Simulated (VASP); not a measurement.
# MnO₂: DFT+U ground state, by Hubbard U and LDAUTYPE

MnO₂, Pnnm (no. 58), 6 atoms in the cell.

| Hubbard U (eV) | LDAUTYPE | Hund's J (eV) | Form of DFT+U | Gap (eV) | Largest site moment (muB) | Time (s) |
|---|---|---|---|---|---|---|
| Mn shell d, U 5 | 1 | 1 | Liechtenstein, U + J and J | 0.74 | 2.77 | 47 |
| Mn shell d, U 4 | 1 | – | Liechtenstein, J = 0 | 0.52 | 2.93 | 38 |
| Mn shell d, U 5 | 2 | 1 | Dudarev, U + J and J | 0.52 | 2.93 | 46 |
| Mn shell d, U 4 | 2 | – | Dudarev, U alone | 0.52 | 2.93 | 49 |
| Mn shell d, U 4, O shell p, U 6 | 2 | – | Dudarev, U on the anion p shell too | 0.90 | 3.00 | 44 |
| Mn shell d, U 5 | 4 | 1 | type 4, U + J and J | 0.46 | 2.88 | 46 |
| – | – | – | none | 0.00 | 2.51 | 47 |

Limits: The cell is the same for all forms and was relaxed for none; total energies under different U or different forms can't be compared; magnetic orders weren't compared, so this needn't be the magnetic ground state.

## Input of the first row

INCAR:
```
SYSTEM = MnO2
PREC = Accurate
ENCUT = 520
EDIFF = 1E-6
NELM = 200
ALGO = Normal
ISMEAR = 0
SIGMA = 0.05
LREAL = .FALSE.
LASPH = .TRUE.
LMAXMIX = 4
LORBIT = 11
LWAVE = .FALSE.
LCHARG = .FALSE.
GGA = PE
ISPIN = 2
MAGMOM = 5 -5 0 0 0 0
ISIF = 2
AMIX = 0.2
BMIX = 1E-4
AMIX_MAG = 0.8
BMIX_MAG = 1E-4
LDAU = .TRUE.
LDAUTYPE = 1
LDAUL = 2 -1
LDAUU = 5 0
LDAUJ = 1 0
LDAUPRINT = 1
```

KPOINTS:
```
k-points
0
Gamma
  5 5 8
```

POSCAR:
```
MnO2
1.0
    4.3305759700      0.0000000000      0.0000000000
    0.0000000000      4.4623126700      0.0000000000
    0.0000000000      0.0000000000      2.8624768000
Mn O
2 4
Direct
    0.5000000000      0.5000000000      0.5000000000
    0.0000000000      0.0000000000      0.0000000000
    0.2139923600      0.8229626700      0.5000000000
    0.2860076400      0.3229626700      0.0000000000
    0.7139923600      0.6770373300      0.0000000000
    0.7860076400      0.1770373300      0.5000000000
```

Commands:
```
cat potpaw_PBE.64/Mn_pv/POTCAR potpaw_PBE.64/O/POTCAR > POTCAR
mpirun -np 4 vasp_std > vasp.out
```

Changes of the last row against the first:
```
- LDAU = True
- LDAUTYPE = 1
- LDAUL = 2 -1
- LDAUU = 5 0
- LDAUJ = 1 0
- LDAUPRINT = 1
```

VASP 6.6.1 took 47 s on 4 cores (Intel Xeon Platinum 8488C (Sapphire Rapids)), a shared host.
